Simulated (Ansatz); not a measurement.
Crystal: LiCl.

```
Cl Li
1.0
     0.00000    2.56477    2.56477
     2.56477    0.00000    2.56477
     2.56477    2.56477    0.00000
Cl Li
1 1
Cartesian
  2.5648 2.5648 2.5648
  0.0000 0.0000 0.0000
```

* Program: Ansatz 0.2.0
* Task: relaxation of cell and atoms
* Functional: LDA
* Potentials or basis: JTH PAW LDA
* Cutoff: 1200 eV
* Density cutoff: 6000 eV
* k mesh: 9 × 9 × 9
* Occupations: fixed
* Spin: no spin polarisation

At the start: volume 16.87 Å³/atom.

How do energy, volume and symmetry change on relaxing?

It ends after 5 steps and the volume is 15.36 Å³/atom (-8.9 %); space group Fm-3m (No. 225, to 0.05 Å).

The path:
```csv
step,energy change (eV),largest force (eV/Å),volume (Å³)
1,0.0000,0.0000,33.74
2,-0.0289,0.0000,31.63
3,-0.0322,0.0000,30.57
4,-0.0322,0.0000,30.73
5,-0.0319,0.0000,30.73
```

Final structure:
```cif
data_structure
_symmetry_space_group_name_H-M 'P 1'
_symmetry_Int_Tables_number 1
_cell_length_a 3.5157
_cell_length_b 3.5157
_cell_length_c 3.5157
_cell_angle_alpha 60.000
_cell_angle_beta 60.000
_cell_angle_gamma 60.000
_cell_volume 30.73
loop_
_atom_site_label
_atom_site_type_symbol
_atom_site_fract_x
_atom_site_fract_y
_atom_site_fract_z
_atom_site_occupancy
Cl1 Cl 0.50000 0.50000 0.50000 1
Li1 Li 0.00000 0.00000 0.00000 1
```

Caveat: the plane-wave basis is chosen anew once the cell has moved, so the energies of steps on either side of that aren't comparable.
